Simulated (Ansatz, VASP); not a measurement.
**Two plane-wave programs on Pd**

```xyz
8
Lattice="5.0674 0.0000 0.0000 0.0000 5.0674 0.0000 0.0000 0.0000 5.0674" Properties=species:S:1:pos:R:3 pbc="T T T"
Pd    5.0674    0.0000    5.0674
Pd    2.5337    2.5337    2.5337
Pd    1.2669    0.0000    2.5337
Pd    3.8006    0.0000    2.5337
Pd    2.5337    1.2669    0.0000
Pd    2.5337    3.8006    0.0000
Pd    0.0000    2.5337    1.2669
Pd    0.0000    2.5337    3.8006
```

Alike in both runs: functional RPBE; k mesh 5 × 5 × 5; occupations fermi-dirac, width 0.1 eV; no spin polarisation.

Ansatz relaxed the structure, and its values are those at the end. VASP's run is a single point on that final structure, the one shown.

```csv
,VASP,Ansatz
version,VASP 6.6.1,Ansatz 0.2.0
potentials or method,"VASP PAW PBE potentials, release 64 (Pd)","plane waves (420 eV) with PAW, scalar-relativistic"
plane-wave cutoff (eV),520,420
valence electrons in the cell,80,144
```

Ansatz gave:

```
pressure (GPa) : 0.0
```

Q: What did VASP give for the same quantities?

A: Pressure (GPa): -0.3.

With one functional, cell and mesh, what is left measures potentials, basis and numerics. The two sets of potentials don't hold the same shells in valence.

Caveats: the PAW data sets were made with another functional, which shifts forces and pressure a little (VASP).
